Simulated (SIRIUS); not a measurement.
Ta:

```
Ta
1.0
    -1.65128    1.65128    1.65128
     1.65128   -1.65128    1.65128
     1.65128    1.65128   -1.65128
Ta
1
Direct
  0.00000 0.00000 0.00000
```

Base run:

```yaml
Program: SIRIUS 7.10.0
Functional: revPBE
Potentials_or_basis: PseudoDojo 0.4.1 PBE standard (scalar relativistic)
Cutoff: 807 eV
Density_cutoff: 3227 eV
k_mesh: 11 × 11 × 11
Occupations: fermi-dirac, width 0.05 eV
Spin: no spin polarisation
```

Its results: band gap on the k mesh none (metal or under the smearing width); pressure 5.0 GPa.

Task: After a change of settings the same cell gave: band gap on the k mesh none (metal or under the smearing width); pressure 8.5 GPa. Which change was it?
A. functional from revPBE to BLYP; libxc names from ["XC_GGA_X_PBE_R", "XC_GGA_C_PBE"] to ["XC_GGA_X_B88", "XC_GGA_C_LYP"]
B. functional from revPBE to AM05; libxc names from ["XC_GGA_X_PBE_R", "XC_GGA_C_PBE"] to ["XC_GGA_X_AM05", "XC_GGA_C_AM05"]
C. functional from revPBE to APBE; libxc names from ["XC_GGA_X_PBE_R", "XC_GGA_C_PBE"] to ["XC_GGA_X_APBE", "XC_GGA_C_APBE"]
D. functional from revPBE to PBEsol; libxc names from ["XC_GGA_X_PBE_R", "XC_GGA_C_PBE"] to ["XC_GGA_X_PBE_SOL", "XC_GGA_C_PBE_SOL"]

Result: A.

Caveats: the potentials were made for another functional, which shifts forces and pressure.

Runs at the PBE level aren't shown here.
